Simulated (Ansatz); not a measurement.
Base system: BAs in the zinc blende structure (space group F-43m, No. 216; a = 4.768 Å).

Perturbation: every As is replaced by Au; the structure is relaxed again.

Levels (all Ansatz, a program for electronic structure, PAW, earlier PAW set): PBEsol (420 eV, scalar-relativistic without spin-orbit coupling); r2SCAN (500 eV, no SOC).

The geometry is relaxed with PBEsol.

| Item | Result |
|---|---|
| PBEsol pressure | 0.0 GPa |

Question: What does r2SCAN give at this geometry for the pressure?

Answer: The pressure goes from zero to 3.2 GPa.

Single points use the geometry relaxed with PBEsol. Their cutoffs differ, which shifts pressures a little. Whether these cells are dynamically stable was not tested. As relaxed here, AuB is a hypothetical phase, not in the database extracts checked. All final runs are without spin polarisation.
